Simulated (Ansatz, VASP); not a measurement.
This is a calculation of WC for VASP 6.6.1.

File INCAR:

```
SYSTEM = WC
  ALGO = Normal
  EDIFF = 1E-6
  ENCUT = 520
  GGA = PE
  ISIF = 2
  ISMEAR = 0
  LASPH = .TRUE.
  LCHARG = .FALSE.
  LREAL = .FALSE.
  LWAVE = .FALSE.
  NBANDS = 16
  NELM = 80
  PREC = Accurate
  SIGMA = 0.02
```

File KPOINTS:

```
k-points
0
G
  10 10 10
  0 0 0
```

File POSCAR:

```
WC
1.0
    0.0000000000      2.1926840000      2.1926840000
    2.1926840000      0.0000000000      2.1926840000
    2.1926840000      2.1926840000      0.0000000000
W C
1 1
Direct
    0.0000000000      0.0000000000      0.0000000000
    0.5000000000      0.5000000000      0.5000000000
```

Potentials or basis: VASP PAW PBE potentials, release 64 (W_sv, C).

The run is started by

```bash
$ cat potpaw_PBE.64/W_sv/POTCAR potpaw_PBE.64/C/POTCAR > POTCAR
$ mpirun -np 1 vasp_std > vasp.out
```

Set up the same calculation for Ansatz 0.2.0. Potentials there: all-electron LAPW, scalar-relativistic.

As run (the cutoff follows the program's own potentials):

Contents of input.yaml:

```yaml
crystal:
  lattice:
    - [0.0, 2.192684, 2.192684]
    - [2.192684, 0.0, 2.192684]
    - [2.192684, 2.192684, 0.0]
  atoms:
    - { symbol: W, position: [0.0, 0.0, 0.0] }
    - { symbol: C, position: [0.5, 0.5, 0.5] }
kpoints:
  mp_grid: { grid: [10, 10, 10] }
scf:
  occupations: { method: gaussian, width: 0.02 }
hamiltonian:
  xc: pbe
  pseudopotentials: { kind: all_electron, lapw: { basis_error: 0.001 } }
output:
  forces: true
  stress: true
  eigenvalues: true
```

Potentials or basis: all-electron LAPW, scalar-relativistic.

Command:

```console
$ ansatz run input.yaml --threads 1 --pin off --max-ram 3072MiB --backend cpu --events-out ev --progress --plain --runs-dir out
```

Both were run:

|  | VASP | Ansatz | Ansatz less VASP |
| --- | --- | --- | --- |
| gap on the k mesh at the Fermi level (eV) | none | none | - |
| pressure (GPa) | -0.6 | -1.5 | -0.83 |

A gap of «none» marks a metal or a gap that the smearing closes. Ansatz ran all-electron here, so the differences hold the error of VASP's frozen core and of both bases.

Spin-orbit coupling is left out, which matters for the levels of W.
